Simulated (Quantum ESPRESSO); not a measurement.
# LiCl (Fm-3m) in Quantum ESPRESSO: settings compared

The runs below take LiCl through phonons, with PBEsol, PBE.

Everything below comes from runs of Quantum ESPRESSO 7.5. Logs are shortened: lines on timing, memory, paths and dates and some standing lists are left out, and cuts for length are marked.

**Measured values to compare with.**

From a printed reference work, monograph, for a bulk crystal of LiCl: high-frequency dielectric constant 2.75.

How close the calculation comes is told below.

### Step 1. The structure

The structure is cubic, space group Fm-3m (No. 225). Conventional cell: a = 5.130 Å, b = 5.130 Å, c = 5.130 Å, α = 90.00°, β = 90.00°, γ = 90.00°. Cl (site symmetry m-3m) has 6 Li at 2.56 Å as nearest neighbours. Li (site symmetry m-3m) is surrounded by 6 Cl at 2.56 Å.

### Step 2. Phonons, PBEsol

File pw.in:

```
&CONTROL
  calculation = 'scf'
  prefix = 'pwscf'
  outdir = './tmp'
  pseudo_dir = './pseudo'
  tprnfor = .true.
  tstress = .true.
  disk_io = 'low'
/
&SYSTEM
  ibrav = 0
  nat = 2
  ntyp = 2
  ecutwfc = 74
  nbnd = 10
  occupations = 'smearing'
  smearing = 'fd'
  degauss = 0.00367493
/
&ELECTRONS
  conv_thr = 4d-10
  electron_maxstep = 120
  mixing_beta = 0.5
/
ATOMIC_SPECIES
Cl    35.4500 Cl.upf
Li     6.9400 Li.upf
CELL_PARAMETERS angstrom
   0.0000000000    2.5647700000    2.5647700000
   2.5647700000    0.0000000000    2.5647700000
   2.5647700000    2.5647700000    0.0000000000
ATOMIC_POSITIONS crystal
Cl     0.5000000000    0.5000000000    0.5000000000
Li     0.0000000000    0.0000000000    0.0000000000
K_POINTS automatic
6 6 6 1 1 1
```

File relax.in:

```
&CONTROL
  calculation = 'vc-relax'
  prefix = 'pwscf'
  outdir = './tmp'
  pseudo_dir = './pseudo'
  tprnfor = .true.
  tstress = .true.
  disk_io = 'low'
  nstep = 40
  forc_conv_thr = 0.0001
  etot_conv_thr = 1d-06
/
&SYSTEM
  ibrav = 0
  nat = 2
  ntyp = 2
  ecutwfc = 74
  nbnd = 10
  occupations = 'smearing'
  smearing = 'fd'
  degauss = 0.00367493
/
&ELECTRONS
  conv_thr = 4d-10
  electron_maxstep = 120
  mixing_beta = 0.5
/
&IONS
  ion_dynamics = 'bfgs'
/
&CELL
  cell_dynamics = 'bfgs'
  press = 0
  press_conv_thr = 0.2
/
ATOMIC_SPECIES
Cl    35.4500 Cl.upf
Li     6.9400 Li.upf
CELL_PARAMETERS angstrom
   0.0000000000    2.5647700000    2.5647700000
   2.5647700000    0.0000000000    2.5647700000
   2.5647700000    2.5647700000    0.0000000000
ATOMIC_POSITIONS crystal
Cl     0.5000000000    0.5000000000    0.5000000000
Li     0.0000000000    0.0000000000    0.0000000000
K_POINTS automatic
6 6 6 1 1 1
```

File scf2.in:

```
&CONTROL
  calculation = 'scf'
  prefix = 'pwscf'
  outdir = './tmp'
  pseudo_dir = './pseudo'
  tprnfor = .true.
  tstress = .true.
  disk_io = 'low'
/
&SYSTEM
  ibrav = 0
  nat = 2
  ntyp = 2
  ecutwfc = 74
  nbnd = 10
  occupations = 'fixed'
/
&ELECTRONS
  conv_thr = 1d-13
  electron_maxstep = 120
  mixing_beta = 0.5
  startingpot = 'file'
  startingwfc = 'file'
/
ATOMIC_SPECIES
Cl    35.4500 Cl.upf
Li     6.9400 Li.upf
CELL_PARAMETERS angstrom
   0.0000000000    2.5314236928    2.5314236928
   2.5314236928    0.0000000000    2.5314236928
   2.5314236928    2.5314236928    0.0000000000
ATOMIC_POSITIONS crystal
Cl     0.5000000000    0.5000000000    0.5000000000
Li     0.0000000000    0.0000000000    0.0000000000
K_POINTS automatic
6 6 6 1 1 1
```

File ph.in:

```
phonons of LiCl
&INPUTPH
  prefix = 'pwscf'
  outdir = './tmp'
  tr2_ph = 1d-16
  fildyn = 'dyn'
  niter_ph = 60
  alpha_mix(1) = 0.7
  epsil = .true.
/
0.0000000000 0.0000000000 0.0000000000
```

File dynmat.in:

```
&INPUT
  fildyn = 'dyn'
  asr = 'crystal'
  lperm = .true.
  filout = 'dynmat.disp'
  fileig = 'dynmat.eig'
/
```

File dynmat_lo.in:

```
&INPUT
  fildyn = 'dyn'
  asr = 'crystal'
  filout = 'dynmat_lo.disp'
  fileig = 'dynmat_lo.eig'
  q(1) = 0
  q(2) = 0
  q(3) = 1
/
```

Potentials or basis: PseudoDojo 0.4.1 SR PBEsol standard.

Started as:

```console
$ OMP_NUM_THREADS=1 pw.x -in pw.in > pw.out
$ OMP_NUM_THREADS=1 pw.x -in relax.in > relax.out
$ OMP_NUM_THREADS=1 pw.x -in scf2.in > scf2.out
$ OMP_NUM_THREADS=1 ph.x -in ph.in > ph.out
$ OMP_NUM_THREADS=1 dynmat.x -in dynmat.in > dynmat.out
$ OMP_NUM_THREADS=1 dynmat.x -in dynmat_lo.in > dynmat_lo.out
```

pw.out:

```text
This program is part of the open-source Quantum ESPRESSO suite
     for quantum simulation of materials; please cite
[... 9 lines left out ...]
     --------------------
     sticks:   dense  smooth     PW     G-vecs:    dense   smooth      PW
     Sum         955     955    295                19603    19603    3287

     Using Slab Decomposition

     bravais-lattice index     =            0
     lattice parameter (alat)  =       6.8543  a.u.
     unit-cell volume          =     227.7046 (a.u.)^3
     number of atoms/cell      =            2
     number of atomic types    =            2
     number of electrons       =        10.00
     number of Kohn-Sham states=           10
     kinetic-energy cutoff     =      74.0000  Ry
     charge density cutoff     =     296.0000  Ry
     scf convergence threshold =      4.0E-10
     mixing beta               =       0.5000
     number of iterations used =            8  plain     mixing
     Exchange-correlation= PBESOL
                           (   1   4  10   8   0   0   0)

     celldm(1)=   6.854287  celldm(2)=   0.000000  celldm(3)=   0.000000
     celldm(4)=   0.000000  celldm(5)=   0.000000  celldm(6)=   0.000000

     crystal axes: (cart. coord. in units of alat)
               a(1) = (   0.000000   0.707107   0.707107 )
               a(2) = (   0.707107   0.000000   0.707107 )
               a(3) = (   0.707107   0.707107   0.000000 )

     reciprocal axes: (cart. coord. in units 2 pi/alat)
               b(1) = ( -0.707107  0.707107  0.707107 )
               b(2) = (  0.707107 -0.707107  0.707107 )
               b(3) = (  0.707107  0.707107 -0.707107 )

     PseudoPot. # 1 for Cl read from file:
     Cl.upf
     Pseudo is Norm-conserving + core correction, Zval =  7.0
     Generated using ONCVPSP code by D. R. Hamann
     Using radial grid of 1028 points,  6 beta functions with:
                l(1) =   0
                l(2) =   0
                l(3) =   1
                l(4) =   1
                l(5) =   2
                l(6) =   2

     PseudoPot. # 2 for Li read from file:
     Li.upf
     Pseudo is Norm-conserving, Zval =  3.0
     Generated using ONCVPSP code by D. R. Hamann
     Using radial grid of 1944 points,  4 beta functions with:
                l(1) =   0
                l(2) =   0
                l(3) =   1
                l(4) =   1

     atomic species   valence    mass     pseudopotential
     Cl                7.00    35.45000     Cl( 1.00)
     Li                3.00     6.94000     Li( 1.00)

     48 Sym. Ops., with inversion, found

   Cartesian axes

     site n.     atom                  positions (alat units)
         1        Cl     tau(   1) = (   0.7071068   0.7071068   0.7071068  )
         2        Li     tau(   2) = (   0.0000000   0.0000000   0.0000000  )

     number of k points=    28  Fermi-Dirac smearing, width (Ry)=  0.0037
                       cart. coord. in units 2pi/alat
        k(    1) = (   0.0589256   0.0589256   0.0589256), wk =   0.0185185
        k(    2) = (   0.1767767   0.1767767  -0.0589256), wk =   0.0555556
        k(    3) = (   0.2946278   0.2946278  -0.1767767), wk =   0.0555556
        k(    4) = (  -0.2946278  -0.2946278   0.4124790), wk =   0.0555556
        k(    5) = (  -0.1767767  -0.1767767   0.2946278), wk =   0.0555556
        k(    6) = (  -0.0589256  -0.0589256   0.1767767), wk =   0.0555556
[... 20 lines left out ...]
        k(   27) = (   0.2946278   0.2946278   0.2946278), wk =   0.0185185
        k(   28) = (  -0.2946278  -0.2946278   0.8838835), wk =   0.0555556

     Dense  grid:    19603 G-vectors     FFT dimensions: (  40,  40,  40)

     Initial potential from superposition of free atoms

     starting charge       9.9952, renormalised to      10.0000
     Starting wfcs are    6 randomized atomic wfcs +    4 random wfcs

     Self-consistent Calculation

     iteration #  1     ecut=    74.00 Ry     beta= 0.50
     Davidson diagonalization with overlap
     ethr =  1.00E-02,  avg # of iterations =  6.5

     Threshold (ethr) on eigenvalues was too large:
     Diagonalizing with lowered threshold

     Davidson diagonalization with overlap
     ethr =  1.63E-04,  avg # of iterations =  3.3

     total energy              =     -47.29297243 Ry
     estimated scf accuracy    <       0.01579452 Ry

     iteration #  2     ecut=    74.00 Ry     beta= 0.50
     Davidson diagonalization with overlap
     ethr =  1.58E-04,  avg # of iterations =  1.9

     total energy              =     -47.29552705 Ry
     estimated scf accuracy    <       0.00092127 Ry

     iteration #  3     ecut=    74.00 Ry     beta= 0.50
     Davidson diagonalization with overlap
     ethr =  9.21E-06,  avg # of iterations =  4.3

     total energy              =     -47.29565849 Ry
     estimated scf accuracy    <       0.00019982 Ry

     iteration #  4     ecut=    74.00 Ry     beta= 0.50
     Davidson diagonalization with overlap
     ethr =  2.00E-06,  avg # of iterations =  2.6

     total energy              =     -47.29567387 Ry
     estimated scf accuracy    <       0.00000116 Ry

     iteration #  5     ecut=    74.00 Ry     beta= 0.50
     Davidson diagonalization with overlap
     ethr =  1.16E-08,  avg # of iterations =  2.8

     total energy              =     -47.29567458 Ry
     estimated scf accuracy    <       0.00000023 Ry

     iteration #  6     ecut=    74.00 Ry     beta= 0.50
     Davidson diagonalization with overlap
     ethr =  2.29E-09,  avg # of iterations =  1.9

     total energy              =     -47.29567464 Ry
     estimated scf accuracy    <          2.7E-09 Ry

     iteration #  7     ecut=    74.00 Ry     beta= 0.50
     Davidson diagonalization with overlap
     ethr =  2.67E-11,  avg # of iterations =  2.9

     total energy              =     -47.29567464 Ry
     estimated scf accuracy    <          5.9E-10 Ry

     iteration #  8     ecut=    74.00 Ry     beta= 0.50
     Davidson diagonalization with overlap
     ethr =  5.88E-12,  avg # of iterations =  2.0

     End of self-consistent calculation

          k = 0.0589 0.0589 0.0589 (  2442 PWs)   bands (ev):

   -41.2072 -11.7392   1.3582   1.5967   1.5967   7.9804  12.8426  13.3086
    13.3087  14.7536

          k = 0.1768 0.1768-0.0589 (  2464 PWs)   bands (ev):

   -41.2063 -11.5707   0.4505   1.2823   1.5907   8.7645  11.9517  12.5071
    12.6933  14.1044

          k = 0.2946 0.2946-0.1768 (  2447 PWs)   bands (ev):

   -41.2049 -11.2869  -0.7969   1.1131   1.4336   8.6673  11.2933  11.3794
    13.2183  16.1284

          k =-0.2946-0.2946 0.4125 (  2447 PWs)   bands (ev):

   -41.2044 -11.1792  -1.1946   1.1553   1.2868   8.4672  10.8749  11.1625
    14.1302  17.4871

          k =-0.1768-0.1768 0.2946 (  2457 PWs)   bands (ev):

   -41.2053 -11.3760  -0.4443   1.2864   1.3486   8.8383  11.3348  12.0223
    12.5381  15.3856

          k =-0.0589-0.0589 0.1768 (  2462 PWs)   bands (ev):

   -41.2067 -11.6502   0.9094   1.4385   1.5021   8.5266  12.1960  12.7947
    13.2345  13.7022

          k = 0.2946 0.0589 0.0589 (  2461 PWs)   bands (ev):

   -41.2059 -11.4867   0.3033   1.1788   1.2023   9.4736  11.3891  11.5198
    13.4056  13.9542

          k = 0.4125 0.1768-0.0589 (  2443 PWs)   bands (ev):

   -41.2047 -11.2437  -0.5026   0.6341   1.0779  10.0183  10.8727  11.2558
    13.1599  14.9644

          k =-0.1768-0.4125 0.5303 (  2442 PWs)   bands (ev):

   -41.2040 -11.0772  -0.9724   0.2822   1.0076   9.6035  10.8404  12.0579
    13.0606  16.5479

          k =-0.0589-0.2946 0.4125 (  2448 PWs)   bands (ev):

   -41.2044 -11.1763  -0.6506   0.2805   1.2243   9.7463  11.0596  11.6886
    12.6843  15.6935

          k = 0.0589-0.1768 0.2946 (  2459 PWs)   bands (ev):

   -41.2056 -11.4254  -0.0491   0.9835   1.4254   9.3321  11.4509  11.6579
    12.7527  14.4655

          k = 0.5303 0.0589 0.0589 (  2440 PWs)   bands (ev):

   -41.2041 -11.0849  -0.9145   0.5607   0.6703   9.6742  10.1478  12.4860
    14.4692  15.1364

          k =-0.0589-0.5303 0.6482 (  2444 PWs)   bands (ev):

   -41.2036 -10.9664  -1.0743   0.1092   0.5920   9.7154  10.5595  12.9026
    13.7595  15.8311

          k = 0.0589-0.4125 0.5303 (  2445 PWs)   bands (ev):

   -41.2037 -11.0165  -0.7358  -0.2820   0.8900   9.8210  11.4880  12.4102
    12.5080  16.2715

          k = 0.1768-0.2946 0.4125 (  2445 PWs)   bands (ev):

   -41.2044 -11.1777  -0.9876   0.7910   1.2387   9.0283  10.8729  11.5943
    13.3381  16.5407

          k =-0.6482 0.0589 0.0589 (  2450 PWs)   bands (ev):

   -41.2036 -10.9628  -1.2464   0.4056   0.5441   9.4261   9.8820  13.5637
    14.9883  15.5246

          k =-0.5303 0.1768-0.0589 (  2441 PWs)   bands (ev):

   -41.2040 -11.0723  -0.8641   0.3089   0.7607   9.9125  10.7347  11.8113
    13.6698  15.5150

          k =-0.4125 0.0589 0.0589 (  2452 PWs)   bands (ev):

   -41.2049 -11.2809  -0.3492   0.8472   0.8985  10.0656  10.6681  11.2710
    13.8530  14.4962

          k = 0.1768 0.1768 0.1768 (  2451 PWs)   bands (ev):

   -41.2059 -11.5017  -0.0007   1.4782   1.4782   8.6397  12.1209  12.1209
    12.3807  15.2553

          k = 0.2946 0.2946 0.0589 (  2449 PWs)   bands (ev):

   -41.2050 -11.3139  -0.4008   0.6492   1.4657   9.3518  11.5031  11.6272
    12.3696  15.1051

          k =-0.2946-0.2946 0.6482 (  2444 PWs)   bands (ev):

   -41.2040 -11.0932  -0.7217  -0.0664   1.1570   9.5561  11.5651  11.8739
    12.6353  16.5704

          k =-0.1768-0.1768 0.5303 (  2437 PWs)   bands (ev):

   -41.2040 -11.0748  -0.9219   0.2947   0.8887   9.5934  11.0421  12.3300
    12.7180  15.9578

          k = 0.4125 0.1768 0.1768 (  2450 PWs)   bands (ev):

   -41.2046 -11.2203  -0.7654   0.8776   1.0705   9.3693  10.8248  12.2588
    12.3857  15.7734

          k =-0.1768-0.4125 0.7660 (  2440 PWs)   bands (ev):

   -41.2039 -11.0482  -0.7659  -0.0562   0.8635  10.4148  10.7879  11.6916
    13.0273  16.2042

          k =-0.0589-0.2946 0.6482 (  2446 PWs)   bands (ev):

   -41.2036 -10.9700  -0.7607  -0.3019   0.6173  10.4559  11.3655  11.8420
    12.6775  16.5879

          k =-0.7660 0.1768 0.1768 (  2439 PWs)   bands (ev):

   -41.2036 -10.9857  -0.9283  -0.1356   0.7860   9.5224  11.3303  12.7432
    13.1369  15.5665

          k = 0.2946 0.2946 0.2946 (  2449 PWs)   bands (ev):

   -41.2046 -11.2383  -1.0967   1.3704   1.3704   8.2529  11.0788  11.0788
    14.0230  17.5444

          k =-0.2946-0.2946 0.8839 (  2444 PWs)   bands (ev):

   -41.2042 -11.1254  -1.0638   0.5786   1.2064   9.0994  10.9611  11.5056
    13.5787  17.4555

     the Fermi energy is     3.1065 ev

!    total energy              =     -47.29567464 Ry
     estimated scf accuracy    <          7.6E-12 Ry
     smearing contrib. (-TS)   =      -0.00000000 Ry
     internal energy E=F+TS    =     -47.29567464 Ry

     The total energy is F=E-TS. E is the sum of the following terms:
     one-electron contribution =     -10.45833171 Ry
     hartree contribution      =       7.54356874 Ry
     xc contribution           =     -12.22604819 Ry
     ewald contribution        =     -32.15486348 Ry

     convergence has been achieved in   8 iterations

     Forces acting on atoms (cartesian axes, Ry/au):

     atom    1 type  1   force =    -0.00000000   -0.00000000    0.00000000
     atom    2 type  2   force =     0.00000000    0.00000000   -0.00000000

     Total force =     0.000000     Total SCF correction =     0.000000

     Computing stress (Cartesian axis) and pressure

          total   stress  (Ry/bohr**3)                   (kbar)     P=      -12.73
  -0.00008653  -0.00000000   0.00000000          -12.73       -0.00        0.00
   0.00000000  -0.00008653   0.00000000            0.00      -12.73        0.00
   0.00000000   0.00000000  -0.00008653            0.00        0.00      -12.73

=------------------------------------------------------------------------------=
   JOB DONE.
=------------------------------------------------------------------------------=
```

Run time: 3.7 min. Hardware: 1 thread of Arm Neoverse V1, shared host; peak memory 0.07 GiB.

Results:

```yaml
Free_energy: -643.4957 eV
Relaxed_volume: 16.22 Å³/atom
Relaxed_cell: a = 3.580 Å, b = 3.580 Å, c = 3.580 Å, α = 60.00°, β = 60.00°, γ = 60.00°
Space_group_after_relaxing_to_0.05_Å: Fm-3m (No. 225)
Pressure_after_relaxing: 0.0 GPa
Electronic_dielectric_tensor_diagonal: 3.07
Born_charges_mean_of_the_diagonal: Cl -1.17; Li +1.17 e
Highest_phonon_frequency_at_Γ_LO-TO_splitting_left_out: 202 cm⁻¹
Most_unstable_mode: 22i cm⁻¹
Static_dielectric_tensor_diagonal: 11.71
```

Step by step:
| step | energy change (eV) | largest force (eV/Å) | pressure (GPa) | volume (Å³) |
| --- | --- | --- | --- | --- |
| 1 | 0.0000 | 0.0000 | -1.27 | 33.74 |
| 2 | -0.0016 | 0.0000 | -1.08 | 33.52 |
| 3 | -0.0035 | 0.0000 | -0.77 | 33.20 |
| 4 | -0.0051 | 0.0000 | -0.29 | 32.71 |
| 5 | -0.0053 | 0.0000 | 0.01 | 32.43 |
| 6 | -0.0053 | 0.0000 | 0.00 | 32.44 |

Final structure:
```cif
data_structure
_symmetry_space_group_name_H-M 'P 1'
_symmetry_Int_Tables_number 1
_cell_length_a 3.5800
_cell_length_b 3.5800
_cell_length_c 3.5800
_cell_angle_alpha 60.000
_cell_angle_beta 60.000
_cell_angle_gamma 60.000
_cell_volume 32.44
loop_
_atom_site_label
_atom_site_type_symbol
_atom_site_fract_x
_atom_site_fract_y
_atom_site_fract_z
_atom_site_occupancy
Cl1 Cl 0.50000 0.50000 0.50000 1
Li1 Li 0.00000 0.00000 0.00000 1
```

Phonon frequencies in cm⁻¹ (negative: imaginary):
| q point | frequencies |
| --- | --- |
| (0.000, 0.000, 0.000) | -22 -22 -22 202 202 202 |

Electronic dielectric tensor:
```
3.07 0.00 0.00
0.00 3.07 0.00
0.00 0.00 3.07
```

Born effective charge tensors (e):
atom 1, Cl
```
-1.17  0.00  0.00
 0.00 -1.17  0.00
 0.00  0.00 -1.17
```
atom 2, Li
```
1.17 0.00 0.00
0.00 1.17 0.00
0.00 0.00 1.17
```

Optical modes at Γ, degenerate ones joined, polar ones without the macroscopic field:
```
cm⁻¹  components  symmetry  active in  IR intensity, summed ((D/Å)²/amu)
 204           3       T1u         IR                              16.46
```

Zone-centre frequencies without and with the macroscopic field along z (cm⁻¹):
```
                optical modes in rising order
       without                    204 204 204
with the field                    204 204 399
```

Static dielectric tensor, electrons and zone-centre modes:
```
11.71  0.00  0.00
 0.00 11.71  0.00
 0.00  0.00 11.71
```

[end of part 1 of 2]
